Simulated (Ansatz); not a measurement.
# How AlP (F-43m) expands on warming, part 3 of 3

Aim: the lattice, expansion, heat capacity and bulk modulus of AlP as it warms.

What experiment has found for this phase:
- heat capacity C_P per formula unit 42 J/mol/K and bulk modulus 86 GPa near room temperature (given in “High-Throughput Prediction of Finite-Temperature Properties using the Quasi-Harmonic Approximation”, 2016, arXiv:1603.06924)

Ansatz 0.2.0; DFT RPBE, scalar-relativistic, plane waves, PAW.

So far, principal linear expansion coefficients at 298 K (× 1e-6/K): step 5 (phonons on strained cells, q-mesh 2×2×2) 3.38. Also isothermal bulk modulus at 298 K (GPa): step 5 76.0. The relaxed cell has a = 5.544 Å (conventional setting).

The database entry behind the starting cell differs from later determinations by our own check (0.1 to 0.3 % short, probably kX units), so it need not match the best structure at ambient conditions.

### Step 6. The quasi-harmonic study, q-mesh 4×4×4

The study relaxes the crystal at several strains, solves the phonons on some of them and minimises the free energy at each temperature (static energy, vibrations, the electrons in a metal, and PV under a set pressure); the q-mesh sets how far the force constants reach.

The input, input.yaml:

```yaml
crystal:
  lattice:
    - [0.0, 2.7717537049, 2.7717537049]
    - [2.7717537049, 0.0, 2.7717537049]
    - [2.7717537049, 2.7717537049, 0.0]
  atoms:
    - { symbol: Al, position: [0.0, 0.0, 0.0] }
    - { symbol: P, position: [0.25, 0.25, 0.25] }
kpoints:
  mp_grid: { grid: [8, 8, 8] }
hamiltonian:
  xc: rpbe
scf:
  occupations: { method: fixed }
output:
  eigenvalues: true
phonons:
  method: dfpt
  qmesh: [4, 4, 4]
  temperatures: { t_max: 800.0, t_step: 50 }
  thermal_expansion: {}
```

Launch:

```
$ ansatz run input.yaml --threads 2 --pin off --max-ram 5120MiB --backend cpu --events-out ev --progress --plain --runs-dir out
```

Numbers of over 12 decimals in the logs are rounded to 6 here.

The log of the run:

```text
[...]
Crystal: 2 atoms, lattice volume = 42.589 Å³
Basis set: ecut = 487.2 eV, 1037 PW (Γ), exchange–correlation on 60×60×60 points (8 copies of the dense FFT grid, shifted against one another)
Bands: 8, of which v1, the nominal top of the filled ones, is band 4 counted from 1 (3 counted from 0)
Symmetry: 24 space group operations
[...]
k-points: 29 of 512 (time reversal used)
[...]
SCF iter   1: F=—  HF=-1300.652297 eV  |F-HF|=—  |Δ(HF+E_count)|=         —  Δρ=1.72e-3  dr2=1.13e-3  ethr=1.77e-3  ⟨swp⟩=5.5  Hψ=1700  notcnv=0  defer=51
[...]
SCF iter   8: F=-1300.652001 eV  HF=-1300.652001 eV  |F-HF|=1.25e-11  |Δ(HF+E_count)|=  9.28e-11  Δρ=1.57e-7  dr2=1.69e-11  ethr=1.00e-12  ⟨swp⟩=8.4  Hψ=1985  notcnv=0
SCF 1 converged in 8 iterations: F = -1300.652001 eV  dr2 = 1.69e-11
[...]
relax step   1: F+E_penalty+E_count = -1300.65200051 eV  Δ(F+E_penalty+E_count) = +0.000e0 eV  max|allowed force component| = 1.758e-16 eV/Å  Δτ_max = 0.0000 Å  (8 SCF iters, accepted)
SCF converged after 8 iterations
Free energy (F): -1300.652001 eV
[...]
Internal energy: -1300.652001 eV  (E = F + TS)
E sigma→0 (E₀):  -1300.652001 eV
Fermi energy:    4.696763 eV
[...]
--- Stress (GPa, compression-positive) ---
        0.004371      -0.000000      -0.000000
        0.000000       0.004371       0.000000
        0.000000       0.000000       0.004371
  P = ⅓ Tr σ = 0.0044 GPa (0.044 kbar)
--- Band table (eV; the first three rows and the last of 29) ---
[...]
── thermal expansion: 3 new cells, 3 in all ──
thermal expansion: relaxation of cell 2
thermal expansion: relaxation of cell 3
── thermal expansion: 2 new cells, 5 in all ──
thermal expansion: relaxation of cell 4
thermal expansion: lower-state search of cell 4
thermal expansion: phonons of cell 4
thermal expansion: relaxation of cell 5
thermal expansion: phonons of cell 5
── thermal expansion: 5 new cells, 10 in all ──
thermal expansion: relaxation of cell 6
thermal expansion: relaxation of cell 7
thermal expansion: relaxation of cell 8
thermal expansion: relaxation of cell 9
thermal expansion: relaxation of cell 10
thermal expansion: phonons of cell 6
thermal expansion: phonons of cell 7
--- Relaxed structure (1 steps of the walk, 1 accepted, 0 SCFs on fresh bases) ---
  F+E_penalty+E_count = -1300.65200051 eV   max|allowed force component| = 1.758e-16 eV/Å
  atoms:
    - { symbol: Al, position: [0.0, 0.0, 0.0] }
    - { symbol: P, position: [0.25, 0.25, 0.25] }
--- Thermal expansion: 10 cells in 3 rounds, 0 GPa ---
  no lower state was reached at cell 4
  without vibrations: a 3.91992, b 3.91992, c 3.91992 Å, V 42.5910 Å³, B 78.96 GPa
  at 0 K: a 3.92677, b 3.92677, c 3.92677 Å, V 42.8144 Å³, B 77.62 GPa
  zero-point expansion: a +0.175, b +0.175, c +0.175, V +0.525 %
[...]
0.00    3.92677    3.92677    3.92677    42.8144 |    0.00    0.00    0.00    0.00 |    4.74 |     0.000     0.000 |    77.62    77.62
   100.00    3.92668    3.92668    3.92668    42.8117 |    0.06    0.06    0.06    0.17 |    7.45 |    17.263    17.263 |    77.48    77.48
   200.00    3.92726    3.92726    3.92726    42.8304 |    2.73    2.73    2.73    8.20 |   10.58 |    34.430    34.403 |    76.86    76.92
   298.15    3.92862    3.92862    3.92862    42.8750 |    4.15    4.15    4.15   12.46 |       - |    41.757    41.666 |    76.07    76.24
   350.00    3.92951    3.92951    3.92951    42.9042 |    4.58    4.58    4.58   13.75 |   13.15 |    43.811    43.682 |    75.63    75.85
   450.00    3.93143    3.93143    3.93143    42.9670 |    5.12    5.12    5.12   15.36 |   14.14 |    46.182    45.977 |    74.76    75.09
   550.00    3.93351    3.93351    3.93351    43.0354 |    5.46    5.46    5.46   16.39 |   14.86 |    47.500    47.218 |    73.87    74.32
   650.00    3.93571    3.93571    3.93571    43.1076 |    5.71    5.71    5.71   17.13 |   15.42 |    48.318    47.957 |    72.99    73.54
   750.00    3.93800    3.93800    3.93800    43.1829 |    5.91    5.91    5.91   17.72 |   15.89 |    48.872    48.430 |    72.10    72.75
   800.00    3.93917    3.93917    3.93917    43.2214 |    5.99    5.99    5.99   17.98 |   16.10 |    49.088    48.605 |    71.65    72.36
[...]
vibrations' free energy: its fit passes through its cells
  the electrons' free energy at temperature is not in it: every band gap is over 0.83 eV
  free energies summed between the sampled wave vectors
[...]
band gaps on the cells' k-points are 1.696 to 1.814 eV
```

It took 7.5 min on 2 threads of Arm Neoverse V1, shared host; peak memory 0.83 GiB.

This step gave:

| Quantity | Value |
| --- | --- |
| volume expansion coefficient at 298 K | 12.46 1e-6/K |
| C_P at 298 K | 20.88 J/mol-atom/K |
| entropy at 298 K | 21.37 J/mol-atom/K |
| isothermal bulk modulus at 298 K | 76.07 GPa |
| Grüneisen parameter at 298 K | 0.5873 |
| volume at 298 K | 21.44 Å³/atom |
| principal linear expansion coefficients at 298 K | 4.153, 4.153, 4.153 1e-6/K |

Strained cells of the study; zero-point energy where phonons were solved; the pressures are stresses at a fixed cutoff and can carry an offset from the finite basis. Expansion cells, by row:

| cell | \|a\| (Å) | \|b\| (Å) | \|c\| (Å) | V (Å³/atom) | E - E_lowest (meV/atom) | pressure, compression positive (GPa) | gap (eV) | zero-point energy (meV/atom) |
| --- | --- | --- | --- | --- | --- | --- | --- | --- |
| 1 | 3.92 | 3.92 | 3.92 | 21.29 | 0 | 0 | 1.755 | - |
| 2 | 3.951 | 3.951 | 3.951 | 21.81 | 2.933 | -1.795 | 1.8 | - |
| 3 | 3.889 | 3.889 | 3.889 | 20.79 | 3.066 | 1.985 | 1.707 | - |
| 4 | 3.92 | 3.92 | 3.92 | 21.3 | 0 | -0.021 | 1.755 | 54.59 |
| 5 | 3.94 | 3.94 | 3.94 | 21.62 | 1.195 | -1.164 | 1.784 | 53.77 |
| 6 | 3.929 | 3.929 | 3.929 | 21.45 | 0.271 | -0.563 | 1.769 | 54.2 |
| 7 | 3.948 | 3.948 | 3.948 | 21.75 | 2.313 | -1.602 | 1.795 | 53.44 |
| 8 | 3.881 | 3.881 | 3.881 | 20.67 | 4.735 | 2.493 | 1.696 | - |
| 9 | 3.901 | 3.901 | 3.901 | 20.98 | 1.154 | 1.197 | 1.726 | - |
| 10 | 3.961 | 3.961 | 3.961 | 21.98 | 5.13 | -2.34 | 1.814 | - |

Quasi-harmonic; a, b, c are the run's own cell vectors. Expansion, by row:

| T (K) | a (Å) | b (Å) | c (Å) | alpha (deg) | beta (deg) | gamma (deg) | cell volume (Å³/cell) | alpha_a (1e-6/K) | alpha_b (1e-6/K) | alpha_c (1e-6/K) | alpha_V (1e-6/K) | C_P (J/mol-atom/K) | C_V (J/mol-atom/K) | S (J/mol-atom/K) | B_T (GPa) | B_S (GPa) | Grueneisen | extrapolation | fit error (1e-6/K) |
| --- | --- | --- | --- | --- | --- | --- | --- | --- | --- | --- | --- | --- | --- | --- | --- | --- | --- | --- | --- |
| 0 | 3.927 | 3.927 | 3.927 | 60 | 60 | 60 | 42.81 | 0 | 0 | 0 | 0 | 0 | 0 | 0 | 77.62 | 77.62 | - | 0 | 0 |
| 50 | 3.927 | 3.927 | 3.927 | 60 | 60 | 60 | 42.81 | -0.37 | -0.37 | -0.37 | -1.11 | 2.773 | 2.773 | 1.013 | 77.61 | 77.61 | -0.4 | 0 | 0 |
| 100 | 3.927 | 3.927 | 3.927 | 60 | 60 | 60 | 42.81 | 0.06 | 0.06 | 0.06 | 0.17 | 8.631 | 8.631 | 4.737 | 77.48 | 77.48 | 0.02 | 0 | 0 |
| 150 | 3.927 | 3.927 | 3.927 | 60 | 60 | 60 | 42.82 | 1.5 | 1.5 | 1.5 | 4.51 | 13.71 | 13.71 | 9.247 | 77.21 | 77.23 | 0.327 | 0 | 0 |
| 200 | 3.927 | 3.927 | 3.927 | 60 | 60 | 60 | 42.83 | 2.73 | 2.73 | 2.73 | 8.2 | 17.21 | 17.2 | 13.71 | 76.86 | 76.92 | 0.472 | 0 | 0.01 |
| 250 | 3.928 | 3.928 | 3.928 | 60 | 60 | 60 | 42.85 | 3.59 | 3.59 | 3.59 | 10.76 | 19.46 | 19.43 | 17.81 | 76.47 | 76.58 | 0.546 | 0 | 0.01 |
| 298.1 | 3.929 | 3.929 | 3.929 | 60 | 60 | 60 | 42.88 | 4.15 | 4.15 | 4.15 | 12.46 | 20.88 | 20.83 | 21.37 | 76.07 | 76.24 | 0.587 | 0 | 0.01 |
| 300 | 3.929 | 3.929 | 3.929 | 60 | 60 | 60 | 42.88 | 4.17 | 4.17 | 4.17 | 12.51 | 20.92 | 20.88 | 21.5 | 76.05 | 76.22 | 0.588 | 0 | 0.01 |
| 350 | 3.93 | 3.93 | 3.93 | 60 | 60 | 60 | 42.9 | 4.58 | 4.58 | 4.58 | 13.75 | 21.91 | 21.84 | 24.8 | 75.63 | 75.85 | 0.615 | 0 | 0.01 |
| 400 | 3.93 | 3.93 | 3.93 | 60 | 60 | 60 | 42.93 | 4.89 | 4.89 | 4.89 | 14.66 | 22.59 | 22.51 | 27.77 | 75.19 | 75.47 | 0.633 | 0 | 0.01 |
| 450 | 3.931 | 3.931 | 3.931 | 60 | 60 | 60 | 42.97 | 5.12 | 5.12 | 5.12 | 15.36 | 23.09 | 22.99 | 30.46 | 74.76 | 75.09 | 0.646 | 0 | 0.01 |
| 500 | 3.932 | 3.932 | 3.932 | 60 | 60 | 60 | 43 | 5.31 | 5.31 | 5.31 | 15.92 | 23.46 | 23.34 | 32.92 | 74.32 | 74.7 | 0.656 | 0 | 0.01 |
| 550 | 3.934 | 3.934 | 3.934 | 60 | 60 | 60 | 43.04 | 5.46 | 5.46 | 5.46 | 16.39 | 23.75 | 23.61 | 35.17 | 73.87 | 74.32 | 0.664 | 0 | 0.01 |
| 600 | 3.935 | 3.935 | 3.935 | 60 | 60 | 60 | 43.07 | 5.59 | 5.59 | 5.59 | 16.78 | 23.98 | 23.82 | 37.24 | 73.43 | 73.93 | 0.671 | 0 | 0.01 |
| 650 | 3.936 | 3.936 | 3.936 | 60 | 60 | 60 | 43.11 | 5.71 | 5.71 | 5.71 | 17.13 | 24.16 | 23.98 | 39.17 | 72.99 | 73.54 | 0.677 | 0 | 0.01 |
| 700 | 3.937 | 3.937 | 3.937 | 60 | 60 | 60 | 43.14 | 5.81 | 5.81 | 5.81 | 17.44 | 24.31 | 24.11 | 40.97 | 72.54 | 73.14 | 0.682 | 0 | 0.01 |
| 750 | 3.938 | 3.938 | 3.938 | 60 | 60 | 60 | 43.18 | 5.91 | 5.91 | 5.91 | 17.72 | 24.44 | 24.21 | 42.65 | 72.1 | 72.75 | 0.686 | 0 | 0.02 |
| 800 | 3.939 | 3.939 | 3.939 | 60 | 60 | 60 | 43.22 | 5.99 | 5.99 | 5.99 | 17.98 | 24.54 | 24.3 | 44.23 | 71.65 | 72.36 | 0.69 | 0 | 0.03 |

The expansion coefficient by temperature; values in 1e-6/K:

| temperature (K) | volume | principal 1 |
| --- | --- | --- |
| 0 | 0 | 0 |
| 50 | -1.11 | -0.37 |
| 100 | 0.17 | 0.06 |
| 150 | 4.51 | 1.5 |
| 200 | 8.2 | 2.73 |
| 250 | 10.8 | 3.59 |
| 298 | 12.5 | 4.15 |
| 300 | 12.5 | 4.17 |
| 350 | 13.8 | 4.58 |
| 400 | 14.7 | 4.89 |
| 450 | 15.4 | 5.12 |
| 500 | 15.9 | 5.31 |
| 550 | 16.4 | 5.46 |
| 600 | 16.8 | 5.59 |
| 650 | 17.1 | 5.71 |
| 700 | 17.4 | 5.81 |
| 750 | 17.7 | 5.91 |
| 800 | 18.0 | 5.99 |

Changing the q-mesh (2×2×2 → 4×4×4) takes the volume expansion at 298 K from 10.1 to 12.5 × 10⁻⁶/K and B_T from 76.0 to 76.1 GPa.

### Step 7. Summary of results

* settings of these figures: RPBE, 487.2 eV, k 8×8×8, q 4×4×4
* volume expansion coefficient at 298 K: 12.46 1e-6/K
* C_P at 298 K: 20.88 J/mol-atom/K
* entropy at 298 K: 21.37 J/mol-atom/K
* isothermal bulk modulus at 298 K: 76.07 GPa
* Grüneisen parameter at 298 K: 0.5873
* volume at 298 K: 21.44 Å³/atom
* principal linear expansion coefficients at 298 K: 4.153, 4.153, 4.153 1e-6/K

**Reading.** Near room temperature AlP expands by 12.5 × 10⁻⁶/K in volume by RPBE, with C_P = 20.9 J/(mol K) per mole of atoms and B_T = 76.1 GPa. At low temperature the volume shrinks on warming, because modes with negative Grüneisen parameters outweigh the rest; the coefficient turns positive near 90 K. C_P at room temperature is 84 % of the classical 3R an atom, so the stiffest modes are still partly frozen out. A measured bulk modulus near room temperature is 86 GPa (arXiv:1603.06924); the calculated 76.1 GPa differs by -12 %. The table does not say whether its value is isothermal or adiabatic. A measured heat capacity per formula unit near room temperature is 42 J/mol/K (arXiv:1603.06924); the calculated 41.8 J/mol/K differs by -1 %. The expansion still moved strongly between the settings tried, so its convergence is not shown. Changing the q-mesh moves the volume expansion at 298 K between 10.1 and 12.5 × 10⁻⁶/K, while the CPU time spans a factor of 4.2. The interpolation has no quadrupole term, so branches near the zone centre are less sure, since this crystal has sites that are not centres of inversion. The PAW files were made for PBE and are used here under another functional, for which the program regenerates the frozen cores.

[Logs are printed without paths, hosts, clocks, repeated set-up lines and the standing remarks that a program may print on its own settings, such as how far it seeks lower states.]

[Hosts, paths, dates, database ids (printed as entryN), source tags and the programs' standing remarks are cut or masked in the printed files.]

[A step with changed settings may run another functional than the one named; its input shows which.]
